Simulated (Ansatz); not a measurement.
# InAs: the cost of one run

Method: DFT, PBE, plane-wave PAW, default files, scalar-relativistic, in Ansatz 0.2.0.

## Step 1: Starting point

Symmetry: F-43m, No. 216, cubic system. Conventional cell: a = 6.058 Å, b = 6.058 Å, c = 6.058 Å, α = 90.00°, β = 90.00°, γ = 90.00°. In (site symmetry -43m) has 4 As at 2.62 Å as nearest neighbours. As (site symmetry -43m) has 4 In at 2.62 Å as nearest neighbours.

As a file:

```
CELL_PARAMETERS angstrom
0.00000 3.02900 3.02900
3.02900 0.00000 3.02900
3.02900 3.02900 0.00000
ATOMIC_POSITIONS crystal
In 0.00000 0.00000 0.00000
As 0.25000 0.25000 0.25000
```

## Step 2: Gradients at the starting positions

Input file input.yaml:

```yaml
crystal:
  lattice:
    - [0.0, 3.029, 3.029]
    - [3.029, 0.0, 3.029]
    - [3.029, 3.029, 0.0]
  atoms:
    - { symbol: In, position: [0.0, 0.0, 0.0] }
    - { symbol: As, position: [0.25, 0.25, 0.25] }
kpoints:
  mp_grid: { grid: [12, 12, 12] }
scf:
  occupations: { method: fermi_dirac, width: 0.02 }
hamiltonian:
  xc: pbe
  pseudopotentials: { kind: paw }
output:
  forces: true
  stress: true
  populations: true
  efg:
    quadrupole_moments_barn: { In: 0.772, As: 0.311 }
    contact_densities: true
```

The run is started by

```sh
$ ansatz run input.yaml --threads 1 --pin off --max-ram 3072MiB --backend cpu --events-out ev --progress --plain --runs-dir out
```

What time and memory should one allow on 1 thread of Intel Xeon Platinum 8488C (Sapphire Rapids), shared host?

About 6.4 s, with a peak of 0.47 GiB.
